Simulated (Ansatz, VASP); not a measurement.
# Two plane-wave programs on W

INCAR

```
PREC = Accurate
ENCUT = 520
EDIFF = 1E-7
ISMEAR = 0
SIGMA = 0.15
LREAL = F
LASPH = T
NELM = 80
ALGO = Fast
ISIF = 2
LWAVE = F
LCHARG = F
GGA = CA
NBANDS = 13
```

The input KPOINTS:

```
regular mesh
0
Gamma
  22 22 22
```

POSCAR

```
W
1.0
    0.0000000000      2.0872129571      1.9202359205
    2.0872129571      0.0000000000      1.9202359205
    2.0872129571      2.0872129571      0.0000000000
W
1
Direct
    0.0000000000      0.0000000000      0.0000000000
```

Input for Ansatz:

```yaml
crystal:
  lattice:
    - [0.0, 2.0872129571, 1.9202359205]
    - [2.0872129571, 0.0, 1.9202359205]
    - [2.0872129571, 2.0872129571, 0.0]
  atoms:
    - { symbol: W, position: [0.0, 0.0, 0.0] }
basis:
  ecutwfc: 420
kpoints:
  mp_grid: { grid: [22, 22, 22] }
hamiltonian:
  xc: lda
scf:
  occupations: { method: gaussian, width: 0.15 }
output:
  forces: true
  stress: true
  eigenvalues: true
```

Alike in both runs: task single point; functional LDA; k mesh 22 × 22 × 22; occupations gaussian, width 0.15 eV; no spin polarisation.

|  | VASP | Ansatz |
| --- | --- | --- |
| version | VASP 6.6.1 | Ansatz 0.2.0 |
| potentials or method | VASP PAW LDA potentials, release 64 (W_sv) | scalar-relativistic, plane waves, PAW |
| plane-wave cutoff (eV) | 520 | 420 |
| valence electrons in the cell | 14 | 14 |

Ansatz gave:

```
gap on the k mesh at the Fermi level (eV)       : none
pressure (GPa)                                  : -18.2
largest component of the traceless stress (GPa) : 13.89
```

Question: What did VASP give for the same quantities?

Answer: gap on the k mesh at the Fermi level (eV): none; pressure (GPa): -16.8; largest component of the traceless stress (GPa): 13.90.

A gap of «none» marks a metal or a gap that the smearing closes.

Caveats: so large a pressure means that the cell lies far from this level's equilibrium, or that cutoff or potentials fall short (VASP). Spin-orbit coupling is left out, which matters for the levels of W.
